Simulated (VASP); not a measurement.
## Zr2C: single point with PBE

The system is Zr2C.

```
CELL_PARAMETERS angstrom
3.86327 0.00000 0.00000
-1.93164 3.34569 0.00000
0.00000 0.00000 3.95769
ATOMIC_POSITIONS crystal
Zr 0.33333 0.66667 0.00000
Zr 0.66667 0.33333 0.00000
C 0.00000 0.00000 0.50000
```

The cell was built by a generator and needn't be a form met in nature.

The cell isn't the ideal one: random cell by space group and Wyckoff sites (P6/mmm, No. 191).

```json
{
  "Program": "VASP 6.6.1",
  "Task": "single point",
  "Functional": "PBE",
  "Potentials or basis": "VASP PAW PBE potentials, release 64 (Zr_sv, C)",
  "Cutoff": "520 eV",
  "k mesh": "6 × 6 × 4",
  "Occupations": "gaussian, width 0.1 eV",
  "Spin": "no spin polarisation"
}
```

The pressure is 17.7 GPa and the band gap on the k mesh is none (metal or under the smearing width).

Stress tensor (GPa, compression positive):
```
 44.97   0.00   0.00
  0.00  44.97   0.00
  0.00   0.00 -36.72
```

Levels at points of the mesh, in eV from the Fermi level:
```
           k point  band 12  band 13  band 14  band 15  band 16  band 17
(0.00, 0.00, 0.00)    -0.81    -0.67    -0.36    -0.36     1.72     3.36
(0.50, 0.00, 0.00)    -2.45    -2.00    -1.32     0.28     1.43     1.47
(0.00, 0.00, 0.50)    -1.06    -0.62    -0.62     0.20     1.60     1.60
(0.50, 0.00, 0.50)    -2.44    -1.41     0.52     0.81     1.72     2.50
```

Run time: 41 s on 1 thread of AMD EPYC 7R43 64-Core Processor (Zen 3), on a shared host, peak memory 0.13 GiB.

Caveat: the k mesh is coarse (spacing up to 0.40 Å⁻¹), so the values aren't converged; so large a pressure means that the cell lies far from this level's equilibrium, or that cutoff or potentials fall short.
